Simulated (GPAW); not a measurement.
Crystal: TePb.

```
Pb Te
1.0
     4.56932    0.00000    0.00000
     2.28466    3.95715    0.00000
     2.28466    1.31905    3.73084
Pb Te
1 1
Direct
  0.00000 0.00000 0.00000
  0.50000 0.50000 0.50000
```

Base run:

```yaml
Program: GPAW 26.7.0
Functional: r2SCAN
Potentials_or_basis: GPAW PAW data sets (gpaw-data 1.2.1)
Cutoff: 600 eV
Basis: pw
k_mesh: 6 × 6 × 6
Occupations: fermi-dirac, width 0.05 eV
Spin: spin-orbit coupling, no magnetisation
```

Its results: band gap on the k mesh 0.15 eV, direct; pressure 1.3 GPa.

**Question.** The run is repeated on the same cell with these changes: functional from r2SCAN to M06-L; band points from 100 to 60. What comes out?

**Answer.** Band gap on the k mesh 0.13 eV, indirect (least direct gap 0.14 eV); pressure 4.6 GPa.

Caveats: spin-orbit coupling was added after a scalar SCF, so levels and gaps hold it while energy, forces, pressure and moments don't; this program's spin-orbit splittings come out too wide for heavy elements; the PAW data sets were made with another functional, which shifts forces and pressure a little.
